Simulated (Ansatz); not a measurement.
# Binding curve of twisted h-AlN/h-SiC alternating trilayer, 38.21° (42 atoms)

The cell holds 42 atoms: 14 Al, 14 N, 7 Si and 7 C. Its edges and angles: a = 8.242 Å, b = 8.242 Å, c = 20.350 Å, α = 90.0°, β = 90.0°, γ = 120.0°. It derives from AlN and SiC. The starting structure: H-AlN (a = 3.13 Å) under h-SiC (a = 3.1 Å), alternating trilayer, commensurate cell of 7 unit cells a layer, twist 38.21 deg, both strained to the mean lattice constant; facing planes 3.16, 3.19 Å apart; 14 Å of vacuum; layers as built, displaced by a Gaussian of 0.01 Å. Regions: layer 1, 14 atoms (7 Al and 7 N); layer 2, 14 atoms (7 Si and 7 C); layer 3, 14 atoms (7 Al and 7 N). Vacuum lies along c.

Calculated with Ansatz 0.2.0: Kohn-Sham DFT, PBE+D3(BJ), PAW (set soft_2), plane waves; cutoff 420 eV, k-mesh 3×3×1, gaussian smearing of 0.05 eV. The upper part is moved rigidly along the normal by z from its relaxed place. Energies are the whole cell less its two frozen parts, over the face of 58.82 Å².

| shift z (Å) | interaction energy (meV/Å²) |
| --- | --- |
| -0.3 | -69.75 |
| +0.0 | -110.4 |
| +0.3 | -96.00 |
| +0.8 | ? |
| +1.6 | -23.86 |
| +3.0 | -6.383 |

Task: Fit the universal binding curve to the rows given and interpolate to the withheld row.

Worked fit:

The universal binding curve is E(z) = −D (1 + z/l) exp(−z/l), whose curvature at z = 0 is D/l². The depth is D = 110.4 meV/Å². The three points about zero give the curvature [E(+0.3) + E(−0.3) − 2E(0)] / 0.3² = 612.2 meV/Å⁴, so l = √(D / curvature) = 0.425 Å. At z = 0.8 Å, z/l = 1.884.

Prediction at +0.8: -48.41 meV/Å². The run gave -58.85 meV/Å², so the fit is high by 10 meV/Å² (18 % of the value).

At the last row, z = 3 Å, the curve gives -0.762 against -6.38 meV/Å² computed: the computed tail is longer than the exponential, as the curve was made for metallic and covalent adhesion, while a dispersion term decays as a power of the distance. Among the rows given, the largest miss of the fit is at +1.6, by 12 meV/Å² (11 % of the range of the table).

Limits: The parts are rigid, and they also feel their periodic images through the vacuum.

[Hosts, paths, dates, database ids (printed as entryN), source tags and the programs' standing remarks are cut or masked in the printed files.]
